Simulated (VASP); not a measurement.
## KTaO3: relaxation of cell and atoms with PBE

KTaO3:

```
K Ta O
1.0
     3.98830    0.00000    0.00000
     0.00000    3.98830    0.00000
     0.00000    0.00000    3.98830
K Ta O
1 1 3
Direct
  0.50000 0.50000 0.50000
  0.00000 0.00000 0.00000
  0.50000 0.00000 0.00000
  0.00000 0.50000 0.00000
  0.00000 0.00000 0.50000
```

```json
{
 "Program": "VASP 6.6.1",
 "Task": "relaxation of cell and atoms",
 "Functional": "PBE",
 "Potentials or basis": "VASP PAW PBE potentials, release 64 (K_sv, Ta_pv, O)",
 "Cutoff": "600 eV",
 "k mesh": "8 × 8 × 8",
 "Occupations": "gaussian, width 0.03 eV",
 "Spin": "no spin polarisation",
 "Further INCAR settings": "ALGO = Normal; EDIFF = 1e-06; IBRION = 2; EDIFFG = -0.01; NSW = 90; ISIF = 3"
}
```

```json
{"Relaxed volume": "13.07 Å³/atom", "Relaxed cell": "a = 4.028 Å, b = 4.028 Å, c = 4.028 Å, α = 90.00°, β = 90.00°, γ = 90.00°", "Space group after relaxing (to 0.05 Å)": "Pm-3m (No. 221)", "Energy gained by relaxing": "6.8 meV/atom", "Ionic steps": "3", "Pressure after relaxing": "-0.1 GPa", "Band gap on the k mesh": "2.11 eV, indirect (least direct gap 2.74 eV)"}
```

Step by step:
```
step  energy change (eV)  largest force (eV/Å)  pressure (GPa)  volume (Å³)
   1              0.0000                0.0000            5.90        63.44
   2              0.0186                0.0000           -6.49        67.83
   3             -0.0339                0.0000           -0.05        65.34
```

Final structure:
```
K Ta O
1.0
     4.02782    0.00000    0.00000
     0.00000    4.02782    0.00000
     0.00000    0.00000    4.02782
K Ta O
1 1 3
Direct
  0.50000 0.50000 0.50000
  0.00000 0.00000 0.00000
  0.50000 0.00000 0.00000
  0.00000 0.50000 0.00000
  0.00000 0.00000 0.50000
```

Levels at points of the mesh, in eV from the valence-band top:
```csv
k point,band 16,band 17,band 18,band 19,band 20,band 21,band 22,band 23
"(0.00, 0.00, 0.00)",-1.01,-0.63,-0.63,-0.63,2.11,2.11,2.11,6.39
"(0.50, 0.00, 0.00)",-2.07,-1.44,-0.85,-0.85,2.26,4.82,4.82,6.46
"(0.50, 0.50, 0.00)",-1.70,-1.40,-1.40,-0.04,4.86,4.86,6.09,7.29
"(0.50, 0.50, 0.50)",-3.81,0.00,0.00,0.00,6.21,6.21,6.21,8.83
```

Wall time 110 s on 1 thread of Intel(R) Xeon(R) Platinum 8259CL CPU @ 2.50GHz (Skylake/Cascade Lake), on a shared host, peak memory 0.23 GiB.

Caveat: spin-orbit coupling is left out, which moves the levels of the heavy elements. Zero-point motion and thermal expansion aren't in these numbers.
